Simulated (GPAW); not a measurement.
Ti:

```
Ti
1.0
     4.56737    0.00000    0.00000
    -2.28369    3.95546    0.00000
     0.00000    0.00000    2.82624
Ti
3
Direct
  0.66667 0.33333 0.50000
  0.33333 0.66667 0.50000
  0.00000 0.00000 0.00000
```

This isn't the form of Ti at room conditions, which is hcp.

```yaml
Program: GPAW 26.7.0
Task: single point
Functional: PBEsol
Potentials_or_basis: PAW data sets generated in the run's folder for this functional
Cutoff: 600 eV
Basis: pw
k_mesh: 7 × 7 × 9
Occupations: fermi-dirac, width 0.05 eV
Spin: no spin polarisation
```

On this cell: pressure -4.1 GPa; largest force under 0.003 eV/Å; band gap on the k mesh none (metal or under the smearing width).

The same run follows on a disturbed copy (atoms moved at random, drawn with an rms of 0.05 Å):

```
Ti
1.0
     4.56737    0.00000    0.00000
    -2.28369    3.95546    0.00000
     0.00000    0.00000    2.82624
Ti
3
Direct
  0.66700 0.33369 0.50435
  0.33980 0.67128 0.48012
  0.00626 0.00534 0.00325
```

Question: What does the disturbed cell give?

Answer: The energy (extrapolated to zero smearing) moves by +2.6 meV/atom; pressure -4.1 GPa; largest force 0.202 eV/Å; band gap on the k mesh none (metal or under the smearing width).

Forces in eV/Å, atoms in the order of the input:
```
Ti   0.063  0.066 -0.023
Ti  -0.044 -0.038  0.194
Ti  -0.018 -0.028 -0.171
```

Stress tensor (GPa, compression positive):
```
-4.13  0.02  0.00
 0.02 -4.16  0.01
 0.00  0.01 -4.05
```
